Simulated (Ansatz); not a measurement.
# CoSn₂: what the smearing entropy tells about the Fermi level

Level of theory: DFT PBEsol, scalar-relativistic, plane waves, PAW in Ansatz.

```xyz
6
Lattice="-3.1825 3.1825 2.7285 3.1825 -3.1825 2.7285 3.1825 3.1825 -2.7285" Properties=species:S:1:pos:R:3 pbc="T T T"
Co    0.0000    0.0000    1.3642
Co    0.0000    0.0000    4.0927
Sn    1.0057    4.1882    0.0000
Sn    2.1768    1.0057    0.0000
Sn    2.1768   -1.0057    2.7285
Sn    1.0057    2.1768    2.7285
```

- plane-wave cutoff: 420 eV
- Γ-centred k-mesh: 8×8×8
- spin treatment: unpolarised

The same metal under several smearings of width σ, on one mesh. F is the free energy, TS the smearing's entropy term for the cell of 6 atoms, and E = F + TS. Gaussian occupations are ½ erfc[(ε − μ)/σ], and N counts both spins.

| rule | σ (eV) | F − F(narrowest) (meV/atom) | TS (meV/cell) |
| --- | --- | --- | --- |
| Fermi–Dirac | 0.02 | -0.337 | 4.817 |
| Fermi–Dirac | 0.05 | -2.338 | 27.448 |
| Fermi–Dirac | 0.2 | -39.775 | 520.915 |
| Fermi–Dirac | 0.5 | -288.148 | 3629.362 |
| Gaussian | 0.02 | 0.000 | 0.746 |
| Gaussian | 0.05 | -0.315 | 4.666 |
| Gaussian | 0.1 | -1.448 | 17.452 |

Q: For a density of states N (both spins) that is flat over the smeared range, TS = Nσ²/2 (Gaussian) and (π²/3)Nσ² (Fermi–Dirac). What N does each run give?

A:
```tsv
rule	σ (eV)	N (states/eV a cell)
Fermi–Dirac	0.02	3.66
Fermi–Dirac	0.05	3.34
Fermi–Dirac	0.2	3.96
Fermi–Dirac	0.5	4.41
Gaussian	0.02	3.73
Gaussian	0.05	3.73
Gaussian	0.1	3.49
```

Equal entropy needs σ_Gauss = π√(2/3) σ_FD = 2.57 σ_FD, so a Fermi–Dirac width acts like a Gaussian one 2.57 times as large. At moderate widths N lies between 3.34 and 3.73, nearly constant, so the density of states is smooth near the Fermi level and the mesh resolves it. At the narrowest widths only the few mesh levels within σ of μ count, so N can scatter there.

Q: To second order F = E0 − TS/2 and E = E0 + TS/2. How well does E0 = (E + F)/2 undo the smearing?

A:
```csv
rule,σ (eV),F − E0(narrowest) (meV/atom),(E + F)/2 − E0(narrowest) (meV/atom)
Fermi–Dirac,0.02,-0.40,0.00
Fermi–Dirac,0.05,-2.40,-0.11
Fermi–Dirac,0.2,-39.84,3.57
Fermi–Dirac,0.5,-288.21,14.24
Gaussian,0.02,-0.06,0.00
Gaussian,0.05,-0.38,0.01
Gaussian,0.1,-1.51,-0.06
```

At Fermi–Dirac 0.05 eV the free energy is off by -2.40 meV/atom and the mean by -0.11. What remains is of order σ⁴ plus the mesh error of the narrowest run, which is no exact reference. Forces and stress are derivatives of F, not of E0, so they keep the σ² error.

6 further runs of this set aren't shown, and 1 didn't finish or converge.

Ordered by effective width, the two smearing rules trace nearly one curve: N starts near 3.73, dips to 3.34 at Fermi–Dirac 0.05 eV, then climbs to 4.41 at the broadest smearing. CoSn₂ is thus metallic in the unpolarised state computed, with a density of states that is only locally flat. The later rise probably reflects Co 3d bands, hybridised with Sn 5p, entering the sampled window; the shallow dip may be real structure or sparse k-point sampling.

The same curvature explains the error left in (E + F)/2, since a flat density of states would cancel completely. The error is slightly negative where N dips and clearly positive where it rises. Between Fermi–Dirac 0.2 and 0.5 eV it grows from 3.57 to 14.24 meV/atom, far more slowly than σ⁴, so the low-order expansion has failed there and the mean is no longer a controlled extrapolation. The entropy gives a window-averaged density of states, which can't by itself settle whether the metal is unstable towards magnetism.
